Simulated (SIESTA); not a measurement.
# LiF (Griceite) under changes of volume

One of the cells (8.169 Å³/atom); the others are scaled copies at fixed shape and fractional positions:

```
F Li
1.0
     0.00000    2.01400    2.01400
     2.01400    0.00000    2.01400
     2.01400    2.01400    0.00000
F Li
1 1
Cartesian
  2.0140 2.0140 2.0140
  0.0000 0.0000 0.0000
```

| Property | Result |
| --- | --- |
| Program | SIESTA 5.4.2 |
| Functional | PBEsol |
| Potentials or basis | PseudoDojo 0.4 standard (PBEsol files) |
| Basis | DZP (energy shift 0.003 Ry; two zetas on semicore shells) |
| Grid cutoff | 800 Ry |
| Energy shift | 0.003 Ry |
| k mesh | 11 × 11 × 11 |
| Occupations | fermi-dirac, width 0.05 eV |
| Spin | no spin polarisation |

```tsv
volume (Å³/atom)	energy over the lowest point (meV/atom)	pressure (GPa)	gap on the mesh (eV)
7.679	4.59	4.1	9.44
7.842	1.44	2.2	9.24
8.006	0.00	0.7	9.05
8.169	?	?	?
8.333	1.61	-2.1	8.70
8.496	4.48	-3.2	8.54
8.659	8.38	-4.5	8.38
```

Problem. What does the run at 8.169 Å³/atom give?

Solution. Energy over the lowest point 0.09 meV/atom; pressure -0.8 GPa; gap on the mesh 8.87 eV.

Worked out: A Birch-Murnaghan fit of order 3 (a polynomial in V^(-2/3)) to the other rows has its minimum at 8.07 Å³/atom with B0 = V·E''(V) = 72 GPa and B' = 3.9. It gives 0.11 meV/atom at 8.169 Å³/atom, against the run's 0.09, and -dE/dV = -0.8 GPa, against -0.8. A straight line through the other rows of the gap, of slope -8.8 eV per unit of ln V (its deformation potential), gives 8.88 eV, against the run's 8.87.

Energies are extrapolated to zero smearing.

Caveats: an odd mesh through Γ misses points on the zone boundary, where band edges often lie; the basis of atomic orbitals isn't converged, which shifts pressures, moduli and gaps.
